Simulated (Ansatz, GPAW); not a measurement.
# Li: 3 runs at one level of theory

```
Li
1.0
    -1.75465    1.75465    1.75465
     1.75465   -1.75465    1.75465
     1.75465    1.75465   -1.75465
Li
1
Direct
  0.00000 0.00000 0.00000
```

Alike in all runs: task single point; functional PBE; k mesh 11 × 11 × 11; occupations gaussian, width 0.015 eV; no spin polarisation; no spin-orbit coupling. Pressure is positive in compression and, in plane waves, holds the error of the finite cutoff, which Ansatz's Pulay term estimates and takes out.

```
                        program and potentials  plane-wave cutoff (eV)                                   notes  pressure (GPa)
                            Ansatz, Ansatz PAW                     420  3 valence electrons an atom on average           -0.81
    GPAW, GPAW PAW data sets (gpaw-data 1.2.1)                     800  1 valence electrons an atom on average           -0.79
Ansatz, all-electron LAPW, scalar-relativistic                       -                                       -           -0.80
```

The pressure spans -0.81 (Ansatz, Ansatz PAW) to -0.79 GPa (GPAW, GPAW PAW data sets (gpaw-data 1.2.1)), with all-electron results at -0.80.

Differences between rows come from potentials, basis sets and numerical settings, since the functional is the same but for its coding. Runs on potential files found faulty are left out.
